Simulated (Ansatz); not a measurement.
**One atom moved along a line in MoS2**

These are results of DFT PBE+D3(BJ), scalar-relativistic, plane waves, PAW (Ansatz 0.2.0), not measurements. The runs took a 420 eV cutoff, a Γ-centred 6×6×4 mesh and Gaussian smearing (0.05 eV). No spin polarisation. Energies are free energies at this smearing, counted from the undisturbed cell; pressure is positive in compression.

Zero of the scan (relaxed at this level; this form isn't the usual structure):

```
CELL_PARAMETERS angstrom
6.29945 0.00000 0.00000
-3.14972 5.45548 0.00000
0.00000 0.00000 6.64754
ATOMIC_POSITIONS crystal
Mo 0.50000 0.50000 0.00000
Mo 0.50000 0.00000 0.00000
Mo 0.00000 0.50000 0.00000
Mo 0.00000 0.00000 0.00000
S 0.16667 0.33333 0.23567
S 0.16667 0.83333 0.23567
S 0.66667 0.33333 0.23567
S 0.66667 0.83333 0.23567
S 0.16667 0.33333 0.76433
S 0.16667 0.83333 0.76433
S 0.66667 0.33333 0.76433
S 0.66667 0.83333 0.76433
```

Atom 1 (Mo) is moved by x along the Cartesian unit vector (-0.656, -0.379, 0.653); the cell and all other atoms stay fixed.

| x (Å) | ΔE (meV/cell) | force along x on the moved atoms (eV/Å) | pressure (GPa) | gap on the mesh (eV) |
| --- | --- | --- | --- | --- |
| -0.2000 | 516.6 | 5.15 | 0.8 | 0.93 |
| -0.1600 | 331.2 | 4.13 | 0.5 | 1.00 |
| -0.1200 | 186.7 | 3.10 | 0.3 | 1.07 |
| -0.0800 | 83.2 | 2.07 | 0.1 | 1.13 |
| -0.0400 | 20.9 | 1.04 | 0.0 | 1.18 |
| 0.0000 | 0.0 | 0.00 | 0.0 | 1.21 |
| 0.0800 | 84.6 | -2.13 | 0.1 | 1.12 |
| 0.1200 | 191.5 | -3.23 | 0.3 | 1.05 |
| 0.1600 | 343.2 | -4.36 | 0.6 | 0.97 |
| 0.2000 | 541.4 | -5.55 | 0.9 | 0.89 |

Cost: 10 runs of about 2.4 core-minutes in all, on AMD EPYC 9R45 (Zen 5) (shared hosts).